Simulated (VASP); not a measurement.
# Ge (Cmcm) in VASP: further runs

One crystal, Ge, is run at these levels: PBE; tasks: single point.

Program: VASP 6.6.1. These are calculated values, not measurements. Logs are shortened: lines on timing, memory, paths and dates and some standing lists are left out, and cuts for length are marked.

### Step 1. The crystal as given

Symmetry: Cmcm, No. 63, orthorhombic system. The conventional cell has a = 2.976 Å, b = 5.189 Å, c = 4.728 Å, α = 90.00°, β = 90.00°, γ = 90.00°. Ge (site symmetry m2m) is surrounded by 12 Ge at 2.92 to 2.99 Å.

This isn't the form of Ge at room conditions, which is diamond.

### Step 2. Single point, PBE

INCAR

```
SYSTEM = Ge
PREC = Accurate
ENCUT = 450
EDIFF = 1E-6
ISMEAR = 0
SIGMA = 0.05
LREAL = .False.
LASPH = .True.
NELM = 100
ALGO = Normal
ISIF = 2
LWAVE = .False.
LCHARG = .False.
GGA = PE
ADDGRID = .False.
```

KPOINTS

```
regular mesh
0
Gamma
  6 6 4
  0 0 0
```

POSCAR

```
Ge
1.0
    1.4880529250     -2.5946896100      0.0000000000
    1.4880529250      2.5946896100      0.0000000000
    0.0000000000      0.0000000000      4.7275957900
Ge
2
Direct
    0.3334466300      0.6665533700      0.2500000000
    0.6665533700      0.3334466300      0.7500000000
```

Potentials or basis: VASP PAW PBE potentials, release 64 (Ge_d).

The run is started by

```bash
> cat potpaw_PBE.64/Ge_d/POTCAR > POTCAR
> mpirun -np 1 vasp_std > vasp.out
```

OUTCAR:

```text
SYSTEM = Ge
   PREC = Accurate
   ENCUT = 450
   EDIFF = 1E-6
   ISMEAR = 0
   LREAL = .False.
   LASPH = .True.
   NELM = 100
   ISIF = 2
   GGA = PE

 Found     39 irreducible k-points:

 Following reciprocal coordinates:
            Coordinates               Weight
  0.000000  0.000000  0.000000      1.000000
  0.166667  0.000000  0.000000      4.000000
  0.333333  0.000000  0.000000      4.000000
  0.500000  0.000000  0.000000      2.000000
  0.166667  0.166667  0.000000      2.000000
  0.333333  0.166667  0.000000      4.000000
   k-points           NKPTS =     39   k-points in BZ     NKDIM =     39   number of bands    NBANDS=     18
   number of dos      NEDOS =    301   number of ions     NIONS =      2
   total plane-waves  NPLWV =  20736
   dimension x,y,z NGX =    24 NGY =   24 NGZ =   36
   dimension x,y,z NGXF=    48 NGYF=   48 NGZF=   72
   ions per type =               2
   NGX,Y,Z   is equivalent  to a cutoff of  13.34, 13.34, 12.66 a.u.
   NGXF,Y,Z  is equivalent  to a cutoff of  26.68, 26.68, 25.32 a.u.
 SYSTEM =  Ge
   PREC   = accura    normal or accurate (medium, high low for compatibility)
   ISTART =      0    job   : 0-new  1-cont  2-samecut
   ICHARG =      2    charge: 1-file 2-atom 10-const
   ISPIN  =      1    spin polarized calculation?
   LNONCOLLINEAR =      F non collinear calculations
   LSORBIT =      F    spin-orbit coupling
   LASPH  =      T    aspherical Exc in radial PAW
   ENCUT  =  450.0 eV  33.07 Ry    5.75 a.u.   5.17  5.17  8.18*2*pi/ulx,y,z
   NELM   =    100;   NELMIN=  2; NELMDL= -5     # of ELM steps
   EDIFF  = 0.1E-05   stopping-criterion for ELM
   LREAL  =      F    real-space projection
   EDIFFG = 0.1E-04   stopping-criterion for IOM
   NSW    =      0    number of steps for IOM
   IBRION =     -1    ionic relax: 0-MD 1-quasi-New 2-CG
   NFREE  =      0    steps in history (QN), initial steepest desc. (CG)
   ISIF   =      2    stress and relaxation
   ISYM   =      2    0-nonsym 1-usesym 2-fastsym
   POTIM  = 0.5000    time-step for ionic-motion
   TEBEG  =    0.0;   TEEND  =   0.0 temperature during run
   PSTRESS=    0.0 pullay stress
   NELECT =      28.0000    total number of electrons
   NUPDOWN=      -1.0000    fix difference up-down
   EMIN   =  10.00;   EMAX   =-10.00  energy-range for DOS
   EFERMI =   0.00;   METHOD = LEGACY
   ISMEAR =     0;   SIGMA  =   0.05  broadening in eV -4-tet -1-fermi 0-gaus
   EFERMI_NEDOS =   21; number of points for ismear=-14 and -15
   IALGO  =     38    algorithm
   IMIX   =      4    mixing-type and parameters
     AMIX     =   0.40;   BMIX     =  1.00
     AMIX_MAG =   1.60;   BMIX_MAG =  1.00
  volume/ion in A,a.u.               =      18.25       123.18
  Fermi-wavevector in a.u.,A,eV,Ry     =   1.498544  2.831837 30.553703  2.245634
  Thomas-Fermi vector in A             =   2.610289
   LORBIT       =      0    0 simple, 1 ext, 2 COOP (PROOUT), +10 PAW based schemes
   GGA     = PE    functional components
   LHFCALC =     F    Hartree Fock is set to
   AEXX    =    0.0000 exact exchange contribution
   IVDW    =     0    specifies the selected vdW correction
   LEPSILON=     F    determine dielectric tensor
   LRPA    =     F    only Hartree local field effects (RPA)
 non-spin polarized calculation
 Gauss-broadening in eV      SIGMA  =   0.05
  energy-cutoff  :      450.00
  volume of cell :       36.51
 maximum number of plane-waves:       808
 NGX is ok and might be reduce to    24
   NGX = 11   NGY = 11   NGZ = 17

 number of electron      28.0000012 magnetization

 Free energy of the ion-electron system (eV)
  ---------------------------------------------------
  ext. energy  EPLUGINS =         0.00000000
  ---------------------------------------------------
  free energy    TOTEN  =        -8.30568116 eV

  energy without entropy =       -8.30334725  energy(sigma->0) =       -8.30451421

 E-fermi :   7.3667     XC(G=0): -11.4687

 val. band max:        7.3606516975   @ k =   0.1667   0.1667   0.2500
 cond. band min:       7.3696727483   @ k =  -0.3333   0.1667   0.2500
 fundamental gap:      0.0090210508
 Fermi energy:         7.3666728930

 k-point     1 :       0.0000    0.0000    0.0000
  band No.  band energies     occupation
      1     -17.6172      2.00000
      2     -17.6139      2.00000
      3     -17.6102      2.00000
      4     -17.6052      2.00000
      5     -17.6045      2.00000
      6     -17.6015      2.00000
      7     -17.5873      2.00000
      8     -17.5859      2.00000
      9     -17.5133      2.00000
     10     -17.5120      2.00000
     11      -6.3061      2.00000
     12      -0.4160      2.00000
     13       1.5342      2.00000
     14      13.6710      0.00000
     15      13.7871      0.00000
     16      15.7519      0.00000
     17      15.8695      0.00000
     18      17.1828      0.00000

 k-point     2 :       0.1667    0.0000    0.0000
  band No.  band energies     occupation
      1     -17.6337      2.00000
      2     -17.6110      2.00000
      3     -17.5968      2.00000
      4     -17.5958      2.00000
      5     -17.5932      2.00000
      6     -17.5906      2.00000
      7     -17.5821      2.00000
      8     -17.5787      2.00000
      9     -17.5268      2.00000
     10     -17.5096      2.00000
     11      -5.6855      2.00000
     12       0.1472      2.00000
     13       2.1769      2.00000
     14       9.3953      0.00000
     15      11.9013      0.00000
     16      13.4997      0.00000
     17      15.7721      0.00000
     18      16.0138      0.00000

 k-point     3 :       0.3333    0.0000    0.0000
  band No.  band energies     occupation
      1     -17.6616      2.00000
      2     -17.6214      2.00000
      3     -17.6128      2.00000
      4     -17.6119      2.00000
      5     -17.5706      2.00000
      6     -17.5509      2.00000
      7     -17.5467      2.00000
      8     -17.5376      2.00000
      9     -17.5356      2.00000
     10     -17.5050      2.00000
     11      -3.8365      2.00000
     12       1.6048      2.00000
     13       4.0358      2.00000
     14       4.3750      2.00000
     15       9.2856      0.00000
     16      10.1312      0.00000
     17      11.6431      0.00000
     18      14.2303      0.00000

 k-point     4 :       0.5000    0.0000    0.0000
  band No.  band energies     occupation
      1     -17.6742      2.00000
      2     -17.6355      2.00000
      3     -17.6192      2.00000
      4     -17.6165      2.00000
      5     -17.5610      2.00000
      6     -17.5578      2.00000
      7     -17.5248      2.00000
      8     -17.5159      2.00000
      9     -17.5136      2.00000
     10     -17.5032      2.00000
     11      -1.3729      2.00000
     12      -0.0438      2.00000
     13       4.7943      2.00000
     14       5.7978      2.00000
     15       6.1833      2.00000
     16       8.5039      0.00000
     17       9.5012      0.00000
     18      13.4970      0.00000

 k-point     5 :       0.1667    0.1667    0.0000
  band No.  band energies     occupation
      1     -17.6287      2.00000
      2     -17.6262      2.00000
      3     -17.6190      2.00000
      4     -17.6035      2.00000
      5     -17.5805      2.00000
      6     -17.5687      2.00000
      7     -17.5525      2.00000
      8     -17.5446      2.00000
      9     -17.5386      2.00000
     10     -17.5076      2.00000
     11      -4.4420      2.00000
     12       1.2217      2.00000
     13       3.4393      2.00000
     14       6.5730      2.00000
     15       7.7451      0.00000
     16      12.1088      0.00000
     17      12.9621      0.00000
     18      13.3120      0.00000

 k-point     6 :       0.3333    0.1667    0.0000
  band No.  band energies     occupation
      1     -17.6455      2.00000
      2     -17.6434      2.00000
      3     -17.6053      2.00000
      4     -17.6036      2.00000
      5     -17.5672      2.00000
      6     -17.5631      2.00000
      7     -17.5431      2.00000
      8     -17.5332      2.00000
      9     -17.5107      2.00000
     10     -17.5066      2.00000
     11      -2.0378      2.00000
     12       1.4668      2.00000
     13       4.2351      2.00000
     14       5.7674      2.00000
     15       6.0715      2.00000
     16       8.0708      0.00000
     17       9.7705      0.00000
     18      11.4607      0.00000

 [... further k-points ...]

------------------------ aborting loop because EDIFF is reached ----------------------------------------

  FORCE on cell =-STRESS in cart. coord.  units (eV):
  Direction    XX          YY          ZZ          XY          YZ          ZX
  --------------------------------------------------------------------------------------
  -------------------------------------------------------------------------------------
  Total        0.2514100      0.1417044      1.5880911      0.0000000      0.0000000      0.0000000
  in kB       11.0336432      6.2189895     69.6966435      0.0000000      0.0000000      0.0000000
  external PRESSURE =      28.9830921 kB  Pullay stress =       0.0000000 kB

 VOLUME and BASIS-vectors are now :
 -----------------------------------------------------------------------------
  energy-cutoff  :      450.00
  volume of cell :       36.51
      direct lattice vectors                 reciprocal lattice vectors
     1.488052925 -2.594689610  0.000000000     0.336009554 -0.192701277  0.000000000
     1.488052925  2.594689610  0.000000000     0.336009554  0.192701277  0.000000000
     0.000000000  0.000000000  4.727595790     0.000000000  0.000000000  0.211524006

 POSITION                                       TOTAL-FORCE (eV/Angst)
 -----------------------------------------------------------------------------------
      1.48805      0.86431      1.18190         0.000000      0.003060      0.000000
      1.48805     -0.86431      3.54570         0.000000     -0.003060      0.000000
 -----------------------------------------------------------------------------------
    total drift:                                0.000000     -0.000000      0.000000

  FREE ENERGIE OF THE ION-ELECTRON SYSTEM (eV)
  ---------------------------------------------------
  free  energy   TOTEN  =        -8.3056811631 eV

  energy  without entropy=       -8.3033472544  energy(sigma->0) =       -8.30451421
```

Run time: 7.3 s. Hardware: 1 thread of Intel Xeon 6975P-C (Granite Rapids), shared host; peak memory 0.15 GiB.

These settings aren't checked as converged: the numbers below hold their error.

Results:

* Free energy: -8.3057 eV
* Pressure: 2.9 GPa
* Largest force: 0.003 eV/Å
* Band gap on the k mesh: none (metal or under the smearing width)

Caveat: the k mesh is coarse (spacing up to 0.41 Å⁻¹), so the values aren't converged.

### Step 3. Single point, PBE

INCAR is that of step 2.

KPOINTS is that of step 2.

POSCAR

```
Ge
1.0
    1.4880529250     -2.5946896100      0.0000000000
    1.4880529250      2.5946896100      0.0000000000
    0.0000000000      0.0000000000      4.7275957900
Ge
2
Direct
    0.3592940000      0.6730280000      0.2256240000
    0.6679590000      0.3129580000      0.7530700000
```

Potentials or basis: VASP PAW PBE potentials, release 64 (Ge_d).

The run is started by

```bash
> cat potpaw_PBE.64/Ge_d/POTCAR > POTCAR
> mpirun -np 1 vasp_std > vasp.out
```

It took 11 s on 1 thread of Intel Xeon 6975P-C (Granite Rapids), shared host; peak memory 0.16 GiB.

These settings aren't checked as converged: the numbers below hold their error.

What came out:

* Free energy: -8.2797 eV
* Pressure: 4.0 GPa
* Largest force: 0.356 eV/Å
* Band gap on the k mesh: none (metal or under the smearing width)

Caveat: the k mesh is coarse (spacing up to 0.41 Å⁻¹), so the values aren't converged.

### Step 4. The reference run

An earlier run on the cell as given: functional PBEsol; potentials or basis VASP PAW PBE potentials, release 64 (Ge_d); cutoff 520 eV; k mesh 10 × 10 × 6; occupations fermi-dirac, width 0.05 eV; no spin polarisation.

* Pressure: 0.5 GPa
* Band gap on the k mesh: none (metal or under the smearing width)
